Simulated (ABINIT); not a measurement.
# WS2 (R3m) in ABINIT: further runs

The runs below take WS2 through single point, with PBEsol.

All numbers are computed with ABINIT 10.8.3 (patched build); they aren't measurements. Logs are shortened: lines on timing, memory, paths and dates and some standing lists are left out, and cuts for length are marked. The log counts tension as positive stress, the text compression.

## Step 1: The structure

Symmetry: R3m, No. 160, trigonal system. Conventional cell: a = 3.158 Å, b = 3.158 Å, c = 18.490 Å, α = 90.00°, β = 90.00°, γ = 120.00°. W (site symmetry 3m) has 6 S at 2.39 to 2.42 Å as nearest neighbours. Around S (site symmetry 3m) lie 3 W at 2.42 Å. S (site symmetry 3m) has 3 W at 2.39 Å as nearest neighbours.

Measurements of this composition are mostly on another form, of space group No. 194.

## Step 2: Single point, PBEsol

run.abi

```
# Pseudopotentials
pp_dirpath "./"
pseudos "W.upf, S.upf"

# Structure
acell 12.1459563582 12.1459563582 12.1459563582
rprim
     0.2456683906     0.1418367115     0.9589209504
    -0.2456683906     0.1418367115     0.9589209504
     0.0000000000    -0.2836734229     0.9589209504
ntypat 2
znucl 74 16
natom 3
typat 1 2 2
xred
     0.0000000000     0.0000000000     0.0000000000
     0.5810000000     0.5810000000     0.5810000000
     0.7503000000     0.7503000000     0.7503000000

# Plane-wave basis
ecut 31.0

# k points
kptopt 1
ngkpt 8 8 8
nshiftk 1
shiftk 0.0 0.0 0.0

# Exchange and correlation
ixc -116133

# Bands and occupations
nband 17
occopt 3
tsmear 0.05 eV

# SCF cycle
nstep 100
tolvrs 1.0e-10

# Output
iomode 3
prtwf 0
prteig 0
prtebands 0
enunit 2
prtden 1
prtvha 1
prtvclmb 1
prtpot 1
prtelf 1
```

Potentials or basis: PseudoDojo NC SR PBEsol v0.4.1 standard.

Started as:

```
$ abinit run.abi > log 2>&1
```

run.abo:

```text
.Version 10.8.3 of ABINIT
 Symmetries : space group R3 m (#160); Bravais hR (rhombohedral)
================================================================================
 Values of the parameters that define the memory need of the present run
     intxc =       0    ionmov =       0      iscf =       7    lmnmax =       8
     lnmax =       8     mgfft =      64  mpssoang =       4    mqgrid =    3001
     natom =       3  nloc_mem =       1    nspden =       1   nspinor =       1
    nsppol =       1      nsym =       6    n1xccc =    2501    ntypat =       2
    occopt =       3   xclevel =       2
       mpw =        2985          nfft =      262144          nkpt =          65
================================================================================
================================================================================

--------------------------------------------------------------------------------
------------- Echo of variables that govern the present computation ------------
--------------------------------------------------------------------------------
 -outvars: echo values of preprocessed input variables --------
            acell      1.2145956358E+01  1.2145956358E+01  1.2145956358E+01 Bohr
              amu      1.83850000E+02  3.20660000E+01
             ecut      3.10000000E+01 Hartree
           enunit           2
                       outvar_i_n : Printing only first  50 k-points.
              ixc     -116133
                       outvar_i_n : Printing only first  50 k-points.
         kptrlatt        8    0    0      0    8    0      0    0    8
          kptrlen      4.77420408E+01
            natom           3
            nband          17
            ngfft          64      64      64
             nkpt          65
            nstep         100
             nsym           6
           ntypat           2
                       prtocc : prtvol=0, do not print more k-points.
           occopt           3
        prtebands           0
           prteig           0
           prtelf           1
           prtpot           1
         prtvclmb           1
           prtvha           1
            prtwf           0
            rprim      2.4566839060E-01  1.4183671150E-01  9.5892095040E-01
                      -2.4566839060E-01  1.4183671150E-01  9.5892095040E-01
                       0.0000000000E+00 -2.8367342290E-01  9.5892095040E-01
          spgroup         160
           tolvrs      1.00000000E-10
           tsmear      1.83746611E-03 Hartree
            typat      1  2  2
                       outvars : Printing only first  50 k-points.
           xangst      0.0000000000E+00  0.0000000000E+00  0.0000000000E+00
                      -1.4301773754E-16  3.7342975365E-10  1.0742689992E+01
                      -9.8231940722E-18  4.8224457907E-10  1.3873046990E+01
            xcart      0.0000000000E+00  0.0000000000E+00  0.0000000000E+00
                      -2.7026435511E-16  7.0567996167E-10  2.0300741941E+01
[... 137 lines left out ...]
    1      0.00000000000000     0.00000000000000     0.00000000000000
    2     -0.00000000000000     0.00000000037343    10.74268999247705
    3     -0.00000000000000     0.00000000048224    13.87304699028491

 cartesian forces (hartree/bohr) at end:
    1      0.00000000000000     0.00000000000000    -0.01165400748889
    2     -0.00000000000000     0.00000000000000     0.00706528072572
    3     -0.00000000000000    -0.00000000000000     0.00458872676317
 frms,max,avg= 4.7934040E-03 1.1654007E-02   0.000E+00  0.000E+00  3.998E-09 h/b

 cartesian forces (eV/Angstrom) at end:
    1      0.00000000000000     0.00000000000000    -0.59927315986979
    2     -0.00000000000000     0.00000000000000     0.36331134246356
    3     -0.00000000000000    -0.00000000000000     0.23596181740623
 frms,max,avg= 2.4648674E-01 5.9927316E-01   0.000E+00  0.000E+00  2.056E-07 e/A
 length scales= 12.145956358200 12.145956358200 12.145956358200 bohr
              =  6.427363305021  6.427363305021  6.427363305021 angstroms
 Fermi (or HOMO) energy (hartree) =   0.36583   Average Vxc (hartree)=  -0.41674
 Eigenvalues (hartree) for nkpt=  65  k points:
 kpt#   1, nband= 17, wtk=  0.00195, kpt=  0.0000  0.0000  0.0000 (reduced coord)
  -2.39489   -1.08167   -1.07477   -1.07477   -0.22834   -0.15427    0.06452    0.21706
   0.21706    0.26325    0.26325    0.29009    0.30236    0.42758    0.42758    0.44090
   0.44090
      occupation numbers for kpt#   1
   2.00000    2.00000    2.00000    2.00000    2.00000    2.00000    2.00000    2.00000
   2.00000    2.00000    2.00000    2.00000    2.00000    0.00000    0.00000    0.00000
   0.00000
 prteigrs : prtvol=0 or 1, do not print more k-points.

 Fermi (or HOMO) energy (eV) =   9.95470   Average Vxc (eV)= -11.33998
 Eigenvalues (   eV  ) for nkpt=  65  k points:
 kpt#   1, nband= 17, wtk=  0.00195, kpt=  0.0000  0.0000  0.0000 (reduced coord)
 -65.16824  -29.43363  -29.24600  -29.24600   -6.21350   -4.19793    1.75564    5.90658
   5.90658    7.16335    7.16335    7.89381    8.22758   11.63498   11.63498   11.99750
  11.99750
 prteigrs : prtvol=0 or 1, do not print more k-points.

--- !EnergyTerms
iteration_state     : {dtset: 1, }
comment             : Components of total free energy in Hartree
kinetic             :  2.81105327698481E+01
hartree             :  2.57508927993257E+01
xc                  : -2.28160563078249E+01
Ewald energy        : -5.99631140747923E+01
psp_core            :  2.09537633224719E+00
local_psp           : -8.68272469055626E+01
non_local_psp       :  1.56851916480120E+01
internal            : -9.79644237387468E+01
'-kT*entropy'       : -1.32203187773920E-08
total_energy        : -9.79644237519671E+01
total_energy_eV     : -2.66574777307973E+03
band_energy         : -9.06014205106391E+00
...

 Cartesian components of stress tensor (hartree/bohr^3)
  sigma(1 1)=  3.41317491E-05  sigma(3 2)= -2.03949326E-13
  sigma(2 2)=  3.41317473E-05  sigma(3 1)=  0.00000000E+00
  sigma(3 3)= -7.25185436E-07  sigma(2 1)=  0.00000000E+00

-Cartesian components of stress tensor (GPa)         [Pressure= -6.6235E-01 GPa]
- sigma(1 1)=  1.00419073E+00  sigma(3 2)= -6.00039635E-09
- sigma(2 2)=  1.00419067E+00  sigma(3 1)=  0.00000000E+00
- sigma(3 3)= -2.13356921E-02  sigma(2 1)=  0.00000000E+00

== END DATASET(S) ==============================================================
================================================================================

 -outvars: echo values of variables after computation  --------
            acell      1.2145956358E+01  1.2145956358E+01  1.2145956358E+01 Bohr
           etotal     -9.7964423752E+01
            fcart      2.4185603728E-18  2.1311355013E-18 -1.1654007489E-02
                      -1.0218817216E-18  1.4297207567E-18  7.0652807257E-03
                      -1.3966786512E-18 -3.5608562580E-18  4.5887267632E-03
            rprim      2.4566839060E-01  1.4183671150E-01  9.5892095040E-01
                      -2.4566839060E-01  1.4183671150E-01  9.5892095040E-01
                       0.0000000000E+00 -2.8367342290E-01  9.5892095040E-01
           strten      3.4131749112E-05  3.4131747261E-05 -7.2518543598E-07
                      -2.0394932639E-13  0.0000000000E+00  0.0000000000E+00
           xangst      0.0000000000E+00  0.0000000000E+00  0.0000000000E+00
                      -1.4301773754E-16  3.7342975365E-10  1.0742689992E+01
                      -9.8231940722E-18  4.8224457907E-10  1.3873046990E+01
             xred      0.0000000000E+00  0.0000000000E+00  0.0000000000E+00
                       5.8100000000E-01  5.8100000000E-01  5.8100000000E-01
                       7.5030000000E-01  7.5030000000E-01  7.5030000000E-01
 Calculation completed.
```

It took 5.2 min on 1 thread of Arm Neoverse V2, shared host; peak memory 0.19 GiB.

What came out:

* Free energy: -2665.7478 eV
* Pressure: -0.7 GPa
* Largest force: 0.599 eV/Å
* Band gap on the k mesh: 1.12 eV, indirect (least direct gap 2.29 eV)
* Valence electrons inside the program's atomic spheres: W 10.16; S 3.94, 3.96

Forces in eV/Å, atoms in the order of the input:
```
W    0.000  0.000 -0.599
S    0.000  0.000  0.363
S    0.000  0.000  0.236
```

Caveat: the cutoff is short for stress, so the pressure is rough; spin-orbit coupling is left out, which moves the levels of the heavy elements.

## Step 3: Single point, PBEsol

Changes to run.abi since step 2:

```diff
@@ -5,3 +5,3 @@
 # Structure
-acell 12.1459563582 12.1459563582 12.1459563582
+acell 6.4273633094 6.4273633094 6.4273633094 Angstrom
 rprim
@@ -20,3 +20,3 @@
 # Plane-wave basis
-ecut 31.0
+ecut 843.552974 eV
 
@@ -43,9 +43,5 @@
 prtwf 0
+prtden 0
 prteig 0
 prtebands 0
-enunit 2
-prtden 1
-prtvha 1
-prtvclmb 1
-prtpot 1
-prtelf 1
+enunit 1
```

Potentials or basis: PseudoDojo NC SR PBEsol v0.4.1 standard.

Started as:

```
$ abinit run.abi > log 2>&1
```

Wall time 5.2 min (1 thread of Arm Neoverse V2, shared host); peak memory 0.19 GiB.

It converged, with:

```yaml
Free_energy: -2665.7478 eV
Pressure: -0.7 GPa
Largest_force: 0.599 eV/Å
Band_gap_on_the_k_mesh: 1.12 eV, indirect (least direct gap 2.29 eV)
Valence_electrons_inside_the_program's_atomic_spheres: W 10.16; S 3.94, 3.96
```

Forces on the atoms (eV/Å):
```
W    0.000  0.000 -0.599
S    0.000  0.000  0.363
S    0.000  0.000  0.236
```

Stress tensor (GPa, compression positive):
```
-1.00  0.00  0.00
 0.00 -1.00  0.00
 0.00  0.00  0.02
```

Levels at points of the mesh, in eV from the valence-band top:
```csv
k point,band 11,band 12,band 13,band 14,band 15,band 16
"(0.00, 0.00, 0.00)",-2.30,-1.57,-1.23,2.17,2.17,2.54
"(0.50, 0.00, 0.00)",-2.57,-1.81,-1.74,2.29,2.57,3.56
"(0.50, 0.50, 0.00)",-3.18,-2.01,-1.56,2.24,2.69,3.17
"(0.50, 0.50, 0.50)",-2.27,-2.27,0.00,2.29,2.29,2.38
```

Caveat: the cutoff is short for stress, so the pressure is rough; spin-orbit coupling is left out, which moves the levels of the heavy elements. A k mesh can miss the band edges.
